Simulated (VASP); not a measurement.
The system is TiO.

```
CELL_PARAMETERS angstrom
3.00943 0.00000 0.00000
-1.50472 2.60625 0.00000
0.00000 0.00000 2.93706
ATOMIC_POSITIONS crystal
Ti 0.00000 0.00000 0.00000
O 0.66667 0.33333 0.50000
```

The cell comes from a database or a generator and needn't be the stable form of this composition.

Base run:

```yaml
Program: VASP 6.6.1
Functional: PBEsol
Potentials_or_basis: VASP PAW PBE potentials, release 64 (Ti_sv, O)
Cutoff: 520 eV
k_mesh: 7 × 7 × 6
Occupations: gaussian, width 0.05 eV
Spin: collinear spin, ferromagnetic start
Starting_moments: "[1.0, 0.0] μB"
Fixed_moment: 2 μB
```

Its results: pressure -15.2 GPa; net moment 2.00 μB per cell.

Task: The run is repeated on the same cell with these changes: fixed moment from 2 μB to none; further incar settings from ALGO = Normal; EDIFF = 1e-06 to ALGO = Normal; EDIFF = 1e-06; NBANDS = 20. What comes out?

Result: Pressure -32.8 GPa; net moment 0.00 μB per cell.

Caveats: the PAW data sets were made with another functional, which shifts forces and pressure a little; the total moment is fixed, so each spin has its own Fermi level (some runs); a pressure of tens of GPa on the cell as given is suspect, and the run, the potentials or the cell itself is likely at fault (some runs).
